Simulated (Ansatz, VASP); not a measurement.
# Two plane-wave programs on S

```
S
1.0
     2.05013   -4.89123    0.00000
     2.05013    4.89123    0.00000
     0.00000    0.00000    4.57392
S
4
Cartesian
  2.0501 3.9510 -0.0049
  2.0501 -0.9402 2.2918
  2.0501 -3.9510 4.5788
  2.0501 0.9402 2.2821
```

Alike in both runs: functional r2SCAN; k mesh 4 × 4 × 4; occupations gaussian, width 0.1 eV; no spin polarisation.

Ansatz relaxed the structure, and its values are those at the end. VASP's run is a single point on that final structure, the one shown.

```csv
,VASP,Ansatz
version,VASP 6.6.1,Ansatz 0.2.0
potentials or method,"VASP PAW PBE potentials, release 64 (S)","scalar-relativistic, plane waves, PAW"
plane-wave cutoff (eV),520,500
valence electrons in the cell,24,24
```

|  | VASP | Ansatz | Ansatz less VASP |
| --- | --- | --- | --- |
| gap on the k mesh at the Fermi level (eV) | none | none | - |
| pressure (GPa) | -0.5 | 0.0 | +0.55 |
| rms of the force components (eV/Å) | 0.137 | 0.014 | -0.1225 |

A gap of «none» marks a metal or a gap that the smearing closes. One of these differences is far larger than is usual between the two programs; its cause wasn't traced.

Caveats: the k mesh is coarse (spacing up to 0.42 Å⁻¹), so the values aren't converged; the PAW data sets were made with another functional, which shifts forces and pressure a little (VASP).
